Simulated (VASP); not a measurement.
# CaF2 (Fm-3m) in VASP: notebook, part 2 of 2

VASP 6.6.1.

**3. Relaxation of cell and atoms, r2SCAN**

This run uses another cell than the first one, of 13.99 Å³/atom, 1.043 times its volume.

File POSCAR:

```
CaF2
1.0
    0.0000000000      2.7580259700      2.7580259700
    2.7580259700      0.0000000000      2.7580259700
    2.7580259700      2.7580259700      0.0000000000
Ca F
1 2
Direct
    0.0000000000      0.0000000000      0.0000000000
    0.7500000000      0.7500000000      0.7500000000
    0.2500000000      0.2500000000      0.2500000000
```

File INCAR.step1:

```
PREC = Accurate
ENCUT = 600
ISMEAR = 0
SIGMA = 0.02
LREAL = False
LASPH = True
NELM = 100
GGA = PE
ALGO = Normal
EDIFF = 1E-4
LWAVE = True
LCHARG = False
```

File INCAR.step2:

```
PREC = Accurate
ENCUT = 600
EDIFF = 1E-6
ISMEAR = 0
SIGMA = 0.02
LREAL = False
LASPH = True
NELM = 100
ALGO = Normal
ISIF = 3
LWAVE = False
LCHARG = False
METAGGA = R2SCAN
LMIXTAU = True
IBRION = 2
NSW = 100
EDIFFG = -0.005
ISTART = 1
```

File KPOINTS:

```
regular mesh
0
Gamma
  8 8 8
```

Potentials or basis: VASP PAW PBE potentials, release 64 (Ca_sv, F).

Command:

```
$ cat potpaw_PBE.64/Ca_sv/POTCAR potpaw_PBE.64/F/POTCAR > POTCAR
$ cp INCAR.step1 INCAR
$ mpirun -np 1 vasp_std > vasp.out
$ cp INCAR.step2 INCAR
$ mpirun -np 1 vasp_std > vasp.out
```

OUTCAR:

```text
PREC = Accurate
   ENCUT = 600
   EDIFF = 1E-6
   ISMEAR = 0
   LREAL = False
   LASPH = True
   NELM = 100
   ISIF = 3
   METAGGA = R2SCAN
   IBRION = 2
   NSW = 100
   EDIFFG = -0.005
   ISTART = 1

 ion  position               nearest neighbor table
   1  0.000  0.000  0.000-   2 2.39   2 2.39   2 2.39   2 2.39   3 2.39   3 2.39   3 2.39   3 2.39

   2  0.750  0.750  0.750-   1 2.39   1 2.39   1 2.39   1 2.39
   3  0.250  0.250  0.250-   1 2.39   1 2.39   1 2.39   1 2.39

  LATTYP: Found a face centered cubic cell.
 ALAT       =     5.5160519400

  Lattice vectors:

 A1 = (   0.0000000000,   2.7580259700,   2.7580259700)
 A2 = (   2.7580259700,   0.0000000000,   2.7580259700)
 A3 = (   2.7580259700,   2.7580259700,   0.0000000000)

Analysis of symmetry for initial positions (statically):
=====================================================================
 Subroutine PRICEL returns:
 Original cell was already a primitive cell.

 Routine SETGRP: Setting up the symmetry group for a
 face centered cubic supercell.

 Subroutine GETGRP returns: Found 48 space group operations
 (whereof 48 operations were pure point group operations)
 out of a pool of 48 trial point group operations.

The static configuration has the point symmetry O_h .

Analysis of symmetry for dynamics (positions and initial velocities):
=====================================================================
 Subroutine PRICEL returns:
 Original cell was already a primitive cell.

 Routine SETGRP: Setting up the symmetry group for a
 face centered cubic supercell.

 Subroutine GETGRP returns: Found 48 space group operations
 (whereof 48 operations were pure point group operations)
 out of a pool of 48 trial point group operations.

The dynamic configuration has the point symmetry O_h .

 Subroutine INISYM returns: Found 48 space group operations
 (whereof 48 operations are pure point group operations),
 and found     1 'primitive' translations

----------------------------------------------------------------------------------------

                                     Primitive cell

  volume of cell :      41.9590

  direct lattice vectors                    reciprocal lattice vectors
     0.000000000  2.758025970  2.758025970    -0.181289083  0.181289083  0.181289083
     2.758025970  0.000000000  2.758025970     0.181289083 -0.181289083  0.181289083
     2.758025970  2.758025970  0.000000000     0.181289083  0.181289083 -0.181289083

  length of vectors
     3.900437732  3.900437732  3.900437732     0.314001903  0.314001903  0.314001903

  position of ions in fractional coordinates (direct lattice)
     0.000000000  0.000000000  0.000000000
     0.750000000  0.750000000  0.750000000
     0.250000000  0.250000000  0.250000000

  ion indices of the primitive-cell ions
   primitive index   ion index
                 1           1
                 2           2
                 3           3

----------------------------------------------------------------------------------------

[... 51 lines left out ...]
   k-points           NKPTS =     29   k-points in BZ     NKDIM =     29   number of bands    NBANDS=     16
   number of dos      NEDOS =    301   number of ions     NIONS =      3
   total plane-waves  NPLWV =  32768
   dimension x,y,z NGX =    32 NGY =   32 NGZ =   32
   dimension x,y,z NGXF=    64 NGYF=   64 NGZF=   64
   ions per type =               1   2
   NGX,Y,Z   is equivalent  to a cutoff of  13.64, 13.64, 13.64 a.u.
   NGXF,Y,Z  is equivalent  to a cutoff of  27.28, 27.28, 27.28 a.u.
 SYSTEM =  unknown system
   PREC   = accura    normal or accurate (medium, high low for compatibility)
   ISTART =      1    job   : 0-new  1-cont  2-samecut
   ICHARG =      0    charge: 1-file 2-atom 10-const
   ISPIN  =      1    spin polarized calculation?
   LNONCOLLINEAR =      F non collinear calculations
   LSORBIT =      F    spin-orbit coupling
   LASPH  =      T    aspherical Exc in radial PAW
   ENCUT  =  600.0 eV  44.10 Ry    6.64 a.u.   7.79  7.79  7.79*2*pi/ulx,y,z
   NELM   =    100;   NELMIN=  2; NELMDL=  0     # of ELM steps
   EDIFF  = 0.1E-05   stopping-criterion for ELM
   LREAL  =      F    real-space projection
   EDIFFG = -.5E-02   stopping-criterion for IOM
   NSW    =    100    number of steps for IOM
   IBRION =      2    ionic relax: 0-MD 1-quasi-New 2-CG
   NFREE  =      1    steps in history (QN), initial steepest desc. (CG)
   ISIF   =      3    stress and relaxation
   ISYM   =      2    0-nonsym 1-usesym 2-fastsym
   POTIM  = 0.5000    time-step for ionic-motion
   TEBEG  =    0.0;   TEEND  =   0.0 temperature during run
   PSTRESS=    0.0 pullay stress
   NELECT =      24.0000    total number of electrons
   NUPDOWN=      -1.0000    fix difference up-down
   EMIN   =  10.00;   EMAX   =-10.00  energy-range for DOS
   EFERMI =   0.00;   METHOD = LEGACY
   ISMEAR =     0;   SIGMA  =   0.02  broadening in eV -4-tet -1-fermi 0-gaus
   EFERMI_NEDOS =   21; number of points for ismear=-14 and -15
   IALGO  =     38    algorithm
   IMIX   =      4    mixing-type and parameters
     AMIX     =   0.40;   BMIX     =  1.00
     AMIX_MAG =   1.60;   BMIX_MAG =  1.00
  volume/ion in A,a.u.               =      13.99        94.38
  Fermi-wavevector in a.u.,A,eV,Ry     =   1.358950  2.568044 25.126502  1.846746
  Thomas-Fermi vector in A             =   2.485740
   LORBIT       =      0    0 simple, 1 ext, 2 COOP (PROOUT), +10 PAW based schemes
   METAGGA = R2SCAN    functional components
   LHFCALC =     F    Hartree Fock is set to
   AEXX    =    0.0000 exact exchange contribution
   IVDW    =     0    specifies the selected vdW correction
   LEPSILON=     F    determine dielectric tensor
   LRPA    =     F    only Hartree local field effects (RPA)
 conjugate gradient relaxation of ions
 non-spin polarized calculation
 Gauss-broadening in eV      SIGMA  =   0.02
  energy-cutoff  :      600.00
  volume of cell :       41.96
 maximum number of plane-waves:      1424
   NGX = 15   NGY = 15   NGZ = 15

--------------------------------------- Ionic step        1  -------------------------------------------

 number of electron      24.0000004 magnetization

 Free energy of the ion-electron system (eV)
  ---------------------------------------------------
  ext. energy  EPLUGINS =         0.00000000
  ---------------------------------------------------
  free energy    TOTEN  =       -25.94513358 eV

  energy without entropy =      -25.94513358  energy(sigma->0) =      -25.94513358

------------------------ aborting loop because EDIFF is reached ----------------------------------------

  FORCE on cell =-STRESS in cart. coord.  units (eV):
  Direction    XX          YY          ZZ          XY          YZ          ZX
  --------------------------------------------------------------------------------------
  -------------------------------------------------------------------------------------
  Total       -0.8093360     -0.8093360     -0.8093360     -0.0000000     -0.0000000     -0.0000000
  in kB      -30.9039801    -30.9039801    -30.9039801     -0.0000000     -0.0000000     -0.0000000
  external PRESSURE =     -30.9039801 kB  Pullay stress =       0.0000000 kB
[... 61 lines left out ...]
--------------------------------------- Ionic step        3  -------------------------------------------

 number of electron      23.9999987 magnetization

 Free energy of the ion-electron system (eV)
  ---------------------------------------------------
  ext. energy  EPLUGINS =         0.00000000
  ---------------------------------------------------
  free energy    TOTEN  =       -25.96048228 eV

  energy without entropy =      -25.96048228  energy(sigma->0) =      -25.96048228

 E-fermi :  -1.2823     XC(G=0): -10.2881

 val. band max:       -1.5017141426   @ k =   0.5000   0.5000   0.0000
 cond. band min:       6.4955965128   @ k =   0.0000   0.0000   0.0000
 fundamental gap:      7.9973106555
 Fermi energy:        -1.2823252946

 k-point     1 :       0.0000    0.0000    0.0000
  band No.  band energies     occupation
      1     -38.7088      2.00000
      2     -22.5862      2.00000
      3     -21.8247      2.00000
      4     -18.7718      2.00000
      5     -18.7718      2.00000
      6     -18.7718      2.00000
[... 433 lines left out ...]
      3     -22.3858      2.00000
      4     -18.8409      2.00000
      5     -18.6508      2.00000
      6     -18.4348      2.00000
[... 8 lines left out ...]
     15       9.3228      0.00000
     16       9.7578      0.00000

 [... further k-points ...]

------------------------ aborting loop because EDIFF is reached ----------------------------------------

  FORCE on cell =-STRESS in cart. coord.  units (eV):
  Direction    XX          YY          ZZ          XY          YZ          ZX
  --------------------------------------------------------------------------------------
  -------------------------------------------------------------------------------------
  Total        0.0068339      0.0068339      0.0068339      0.0000000      0.0000000     -0.0000000
  in kB        0.2709599      0.2709599      0.2709599      0.0000000      0.0000000     -0.0000000
  external PRESSURE =       0.2709599 kB  Pullay stress =       0.0000000 kB
[... 18 lines left out ...]
  FREE ENERGIE OF THE ION-ELECTRON SYSTEM (eV)
  ---------------------------------------------------
  free  energy   TOTEN  =       -25.9604822832 eV

  energy  without entropy=      -25.9604822832  energy(sigma->0) =      -25.96048228

 reached required accuracy - stopping structural energy minimisation
```

It took 2.5 min on 1 thread of Intel Xeon Platinum 8488C (Sapphire Rapids), shared host; peak memory 0.19 GiB.

What came out:

- Free energy: -25.9605 eV
- Relaxed volume: 13.47 Å³/atom
- Relaxed cell: a = 3.852 Å, b = 3.852 Å, c = 3.852 Å, α = 60.00°, β = 60.00°, γ = 60.00°
- Space group after relaxing (to 0.05 Å): Fm-3m (No. 225)
- Energy gained by relaxing: 5.1 meV/atom
- Ionic steps: 3
- Pressure after relaxing: 0.0 GPa
- Band gap on the k mesh: 8.00 eV, indirect (least direct gap 8.26 eV)

Step by step:
| step | energy change (eV) | largest force (eV/Å) | pressure (GPa) | volume (Å³) |
| --- | --- | --- | --- | --- |
| 1 | 0.0000 | 0.0000 | -3.09 | 41.96 |
| 2 | -0.0153 | 0.0000 | 0.15 | 40.34 |
| 3 | -0.0153 | 0.0000 | 0.03 | 40.41 |

Final structure:
```yaml
crystal:
  lattice:
    - [0.00000, 2.72363, 2.72363]
    - [2.72363, 0.00000, 2.72363]
    - [2.72363, 2.72363, 0.00000]
  atoms:
    - { symbol: Ca, position: [0.00000, 0.00000, 0.00000] }
    - { symbol: F, position: [0.75000, 0.75000, 0.75000] }
    - { symbol: F, position: [0.25000, 0.25000, 0.25000] }
```

Caveat: the PAW data sets were made with another functional, which shifts forces and pressure a little. r2SCAN opens gaps a little over a GGA but as a rule still falls short of measured ones.

**4. Single point, r2SCAN**

This run uses another cell than the first one, of 13.99 Å³/atom, 1.043 times its volume.

POSCAR is that of step 3.

File INCAR.step1:

```
ALGO = Normal
EDIFF = 1E-4
ENCUT = 520
GGA = PE
ISMEAR = 0
LASPH = T
LCHARG = F
LREAL = F
LWAVE = T
NBANDS = 19
NELM = 100
PREC = Accurate
SIGMA = 0.1
```

File INCAR.step2:

```
ALGO = Normal
EDIFF = 1E-6
ENCUT = 520
ISIF = 2
ISMEAR = 0
ISTART = 1
LASPH = T
LCHARG = F
LMIXTAU = T
LREAL = F
LWAVE = F
METAGGA = R2SCAN
NBANDS = 19
NELM = 100
PREC = Accurate
SIGMA = 0.1
```

File KPOINTS:

```
k-points
0
Gamma
  6 6 6
```

Command:

```
$ cat potpaw_PBE.64/Ca_sv/POTCAR potpaw_PBE.64/F/POTCAR > POTCAR
$ cp INCAR.step1 INCAR
$ mpirun -np 1 vasp_std > vasp.out
$ cp INCAR.step2 INCAR
$ mpirun -np 1 vasp_std > vasp.out
```

It took 45 s on 1 thread of Intel Xeon Platinum 8488C (Sapphire Rapids), shared host; peak memory 0.17 GiB.

Results (log left out):

```yaml
Free_energy: -25.9388 eV
Pressure: -3.0 GPa
Band_gap_on_the_k_mesh: 7.77 eV, indirect (least direct gap 8.03 eV)
```

Levels at points of the mesh, in eV from the valence-band top:
| k point | band 9 | band 10 | band 11 | band 12 | band 13 | band 14 | band 15 | band 16 |
| --- | --- | --- | --- | --- | --- | --- | --- | --- |
| (0.00, 0.00, 0.00) | -2.01 | -0.25 | -0.25 | -0.25 | 7.77 | 9.88 | 9.88 | 11.92 |
| (0.50, 0.00, 0.00) | -1.23 | -1.20 | -0.82 | -0.82 | 10.06 | 10.06 | 10.47 | 11.07 |
| (0.50, 0.50, 0.00) | -1.61 | -0.34 | -0.34 | 0.00 | 8.67 | 10.26 | 10.76 | 11.59 |

Caveat: the PAW data sets were made with another functional, which shifts forces and pressure a little. r2SCAN opens gaps a little over a GGA but as a rule still falls short of measured ones.

**5. Overview**

| task | cell | k mesh | cutoff (eV) | smearing | gap on the mesh (eV) | pressure (GPa) |
| --- | --- | --- | --- | --- | --- | --- |
| single point | Fm-3m, 13.41 Å³/atom | 8 × 8 × 8 | 520 | gaussian 0.02 eV | 8.02 | 0.6 |
| relaxation of cell and atoms | relaxed | 8 × 8 × 8 | 600 | gaussian 0.02 eV | 8.00 | 0.0 |
| single point | Fm-3m, 13.99 Å³/atom | 6 × 6 × 6 | 520 | gaussian 0.1 eV | 7.77 | -3.0 |

Alike in all rows: level r2SCAN; potentials or basis VASP PAW PBE potentials, release 64 (Ca_sv, F); no spin polarisation.

Caveats: the PAW data sets were made with another functional, which shifts forces and pressure a little.

Absolute energies hang on the potentials; compare differences alone.
